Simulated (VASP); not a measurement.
**Se: relaxation of cell and atoms with PBEsol**

The system is Se.

```xyz
1
Lattice="2.0295 1.1717 0.8285 -2.0295 1.1717 0.8285 0.0000 -2.3435 0.8285" Properties=species:S:1:pos:R:3 pbc="T T T"
Se    0.0000    0.0000    0.0000
```

This isn't the form of Se at room conditions, which is trigonal, of chains.

- Program: VASP 6.6.1
- Task: relaxation of cell and atoms
- Functional: PBEsol
- Potentials or basis: VASP PAW PBE potentials, release 64 (Se)
- Cutoff: 520 eV
- k mesh: 21 × 21 × 21
- Occupations: gaussian, width 0.1 eV
- Spin: non-collinear spin, zero start, spin-orbit coupling
- Starting moments: [[0.0, 0.0, 0.0]] μB
- Target pressure: 75 GPa
- Further INCAR settings: ALGO = Fast; EDIFF = 1e-07; IBRION = 2; EDIFFG = -0.002; NSW = 80; ISIF = 3
- Target pressure: 75 GPa

```
Relaxed volume                                         : 13.23 Å³/atom
Relaxed cell                                           : a = 2.581 Å, b = 2.581 Å, c = 2.581 Å, α = 109.47°, β = 109.47°, γ = 109.47°
Space group after relaxing (to 0.05 Å)                 : Im-3m (No. 229)
Energy change on relaxing (the enthalpy is what falls) : -861.9 meV/atom
Ionic steps                                            : 15
Pressure after relaxing                                : 75.0 GPa
Net moment                                             : 0.00 μB per cell
Valence electrons inside the program's atomic spheres  : Se 3.95
```

The path:
```
step  energy change (eV)  largest force (eV/Å)  pressure (GPa)  volume (Å³)
   1              0.0000                0.0000          125.00        11.82
   2             -1.8726                0.0000           -0.12        19.32
   3             -0.9835                0.0000           67.86        13.50
   4             -0.8748                0.0000           74.25        13.26
   5             -0.8609                0.0000           75.06        13.23
   6             -0.8609                0.0000           75.06        13.23
   7             -0.8609                0.0000           75.06        13.23
   8             -0.8609                0.0000           75.06        13.23
   9             -0.8609                0.0000           75.06        13.23
  10             -0.8610                0.0000           75.06        13.23
  11             -0.8610                0.0000           75.06        13.23
  12             -0.8610                0.0000           75.06        13.23
  13             -0.8612                0.0000           75.05        13.23
  14             -0.8614                0.0000           75.04        13.23
  15             -0.8619                0.0000           75.02        13.23
```

Final structure:
```cif
data_structure
_symmetry_space_group_name_H-M 'P 1'
_symmetry_Int_Tables_number 1
_cell_length_a 2.5808
_cell_length_b 2.5808
_cell_length_c 2.5808
_cell_angle_alpha 109.473
_cell_angle_beta 109.473
_cell_angle_gamma 109.472
_cell_volume 13.23
loop_
_atom_site_label
_atom_site_type_symbol
_atom_site_fract_x
_atom_site_fract_y
_atom_site_fract_z
_atom_site_occupancy
Se1 Se 0.00000 0.00000 0.00000 1
```

Moments on the atoms (μB; x, y, z):
```
Se  0.00 0.00 0.00
```

It took 11 min on 4 MPI ranks on Intel(R) Xeon(R) Platinum 8488C (Sapphire Rapids), on a shared host, peak memory 0.63 GiB a rank.

Caveat: the cell is relaxed towards a set pressure, so the enthalpy falls and the energy may rise; the PAW data sets were made with another functional, which shifts forces and pressure a little. Zero-point motion and thermal expansion aren't in these numbers.
